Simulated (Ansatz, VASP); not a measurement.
Given: the input of a run of Ansatz 0.2.0 on Si2Ni.

The input input.yaml:

```yaml
crystal:
  lattice:
    - [0.0, 2.6478212519, 2.6478212519]
    - [2.6478212519, 0.0, 2.6478212519]
    - [2.6478212519, 2.6478212519, 0.0]
  atoms:
    - { symbol: Ni, position: [0.0, 0.0, 0.0], spin: 1.0 }
    - { symbol: Si, position: [0.75, 0.75, 0.75] }
    - { symbol: Si, position: [0.25, 0.25, 0.25] }
hamiltonian:
  xc: r2scan
  pseudopotentials: { kind: paw }
magnetization:
  spin_polarized: true
kpoints:
  mp_grid: { grid: [9, 9, 9] }
scf:
  occupations: { method: fermi_dirac, width: 0.05 }
output:
  forces: true
  stress: true
  eigenvalues: true
```

Potentials or basis: Ansatz PAW.

Command:

```sh
$ ansatz run input.yaml --threads 2 --pin off --max-ram 5632MiB --backend cpu --events-out ev --progress --plain --runs-dir out
```

Q: Translate it to VASP 6.6.1. Potentials there: VASP PAW PBE potentials, release 64 (Ni, Si).

A: As run (the cutoff follows the program's own potentials):

POSCAR

```
Si2Ni
1.0
    0.0000000000      2.6478212519      2.6478212519
    2.6478212519      0.0000000000      2.6478212519
    2.6478212519      2.6478212519      0.0000000000
Ni Si
1 2
Direct
    0.0000000000      0.0000000000      0.0000000000
    0.7500000000      0.7500000000      0.7500000000
    0.2500000000      0.2500000000      0.2500000000
```

The input INCAR.step1:

```
SYSTEM = Si2Ni
  PREC = Accurate
  ENCUT = 520
  ISMEAR = -1
  SIGMA = 0.05
  LREAL = .False.
  LASPH = .True.
  NELM = 150
  ISPIN = 2
  MAGMOM = 1 0 0
  LMAXMIX = 4
  NBANDS = 20
  GGA = PE
  ALGO = Normal
  EDIFF = 1E-4
  LWAVE = .True.
  LCHARG = .False.
```

Contents of INCAR.step2:

```
SYSTEM = Si2Ni
  PREC = Accurate
  ENCUT = 520
  EDIFF = 1E-6
  ISMEAR = -1
  SIGMA = 0.05
  LREAL = .False.
  LASPH = .True.
  NELM = 150
  ALGO = Normal
  ISIF = 2
  LWAVE = .False.
  LCHARG = .True.
  ISPIN = 2
  MAGMOM = 1 0 0
  LORBIT = 11
  LMAXMIX = 4
  METAGGA = R2SCAN
  LMIXTAU = .True.
  LELF = .True.
  LVHAR = .True.
  NBANDS = 20
  ISTART = 1
```

The input KPOINTS:

```
Automatic mesh
0
Gamma
  9 9 9
  0 0 0
```

Potentials or basis: VASP PAW PBE potentials, release 64 (Ni, Si).

Run with:

```bash
$ cat potpaw_PBE.64/Ni/POTCAR potpaw_PBE.64/Si/POTCAR > POTCAR
$ cp INCAR.step1 INCAR
$ mpirun -np 1 vasp_std > vasp.out
$ cp INCAR.step2 INCAR
$ mpirun -np 1 vasp_std > vasp.out
```

Both were run:

|  | VASP | Ansatz | Ansatz less VASP |
| --- | --- | --- | --- |
| gap on the k mesh at the Fermi level (eV) | none | none | - |
| pressure (GPa) | 8.8 | 9.0 | +0.13 |
| net moment per atom (μB) | 0.00 | 0.00 | 0.000 |

A gap of «none» marks a metal or a gap that the smearing closes. The two sets of potentials don't hold the same shells in valence.

Caveats: the PAW data sets were made with another functional, which shifts forces and pressure a little (VASP); the magnetic or orbital state may not be the lowest (Ansatz); the PAW data sets come from PBE, with cores solved anew for the run's functional, which leaves a small shift of forces and pressure (Ansatz); the starting moments weren't kept (Ansatz).
